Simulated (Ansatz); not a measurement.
# A series in volume scale on Li

Plane-wave DFT, scalar-relativistic PAW made under PBE with cores redone for the functional, no dispersion; the given relaxed cell is scaled uniformly, energy at zero smearing counts from the unscaled cell, pressure at the given Fermi-Dirac smearing is positive in compression. The results are calculated, by Ansatz 0.2.0.

The cell before it is scaled or strained (space group Fd-3m, No. 227):
```
cell vectors (Å)
   0.0000     2.9549     2.9549
   2.9549     0.0000     2.9549
   2.9549     2.9549     0.0000
atoms (fractions of the cell vectors)
Li  0.12500  0.12500  0.12500
Li  0.87500  0.87500  0.87500
```

Settings of every row: spin polarised no; functional PBE; wave cutoff 420 eV; smearing width 0.1 eV; k mesh 10x10x10.

Atom starting moment: 0 on all atoms.

Limits: the cell comes from a prototype or a list of computed structures and needn't be the stable phase.

| row | volume scale | V (Å³/atom) | pressure (GPa) | energy change per atom (meV) |
| --- | --- | --- | --- | --- |
| 1 | 0.88 | 22.704 | 0.83 | 6.15 |
| 2 | 0.92 | 23.736 | 0.5 | 2.31 |
| 3 | 0.96 | 24.768 | 0.23 | 0.36 |
| 4 | 1.04 | 26.833 | -0.2 | 0.98 |
| 5 | 1.08 | 27.865 | -0.37 | 3.11 |
| 6 | 1.12 | 28.897 | ? | ? |

Question: what pressure and energy change per atom should row 6 give?

Worked fit of pressure. Take u = (V_r/V)^(2/3) − 1 with V_r = 24.768 Å³ an atom, which is twice the finite (Eulerian) strain; such expansions in the strain, on which the Birch-Murnaghan equation of state is built, carry the rest volume and the bulk modulus. The shown rows have u = 0.05972, 0.02878, 0, -0.05199, -0.07554. Least squares give pressure = 0.229 + 9.1 × u + 15.8 × u² GPa; a straight line predicts inner rows, each left out in turn, worse (root mean square 0.032 against 0.0042 GPa). All shown rows lie on it to the printed digit. The pressure vanishes at u = -0.0264, or V = 25.78 Å³ an atom, and there the bulk modulus at fixed shape and fractions is B = −V dP/dV = (2/3)(1 + u) dP/du = 5.37 GPa. The withheld row has u = -0.09768, so the fit gives 0.229 + 9.1 × (-0.09768) + 15.8 × (-0.09768)² = -0.51 GPa.

The calculation gave -0.51 GPa. The fit meets it to the printed digit. This row lies beyond the range of the fit.

Worked fit of energy change per atom. Take u = (V_r/V)^(2/3) − 1 with V_r = 24.768 Å³ an atom, which is twice the finite (Eulerian) strain; such expansions in the strain, on which the Birch-Murnaghan equation of state is built, carry the rest volume and the bulk modulus. The shown rows have u = 0.05972, 0.02878, 0, -0.05199, -0.07554. Least squares give energy change per atom = 0.356 + 38.42 × u + 986.3 × u² meV; a straight line predicts inner rows, each left out in turn, worse (root mean square 2 against 0.051 meV). The rows lie off it by -0.02, 0.03, 0.00, -0.04, 0.03. The withheld row has u = -0.09768, so the fit gives 0.356 + 38.42 × (-0.09768) + 986.3 × (-0.09768)² = 6.01 meV.

The calculation gave 6.23 meV. The fit lies 0.22 meV (3.5 % of the value, 3.7 % of the column's range) below it; its largest miss of a shown row is 0.04 meV. This row lies beyond the range of the fit.
